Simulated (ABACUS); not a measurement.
Sn:

```
Sn
1.0
     0.00000    3.23334    3.23334
     3.23334    0.00000    3.23334
     3.23334    3.23334    0.00000
Sn
2
Direct
  0.75000 0.75000 0.75000
  0.50000 0.50000 0.50000
```

This isn't the form of Sn at room conditions, which is tetragonal (white tin).

Base run:

```yaml
Program: ABACUS 3.10.1
Functional: PBE
Potentials_or_basis: PseudoDojo NC SR 0.4.1 PBE standard
Cutoff: 993 eV
Density_cutoff: 3973 eV
Basis: plane waves
k_mesh: 7 × 7 × 7
Occupations: fermi-dirac, width 0.05 eV
Spin: no spin polarisation
```

Its results: band gap on the k mesh none (metal or under the smearing width); pressure 3.9 GPa.

Problem. The run is repeated on the same cell with these changes: cutoff from 993 eV to 1361 eV; density cutoff from 3973 eV to 5442 eV; basis from plane waves to DZP LCAO (the cutoffs set its grid). What comes out?

Solution. Band gap on the k mesh none (metal or under the smearing width); pressure 4.5 GPa.

Caveats: the atomic orbitals were generated for these runs and aren't a published set (some runs); the basis of atomic orbitals isn't converged, which shifts pressures, moduli and gaps (some runs).

Not every run made on this cell is shown here.
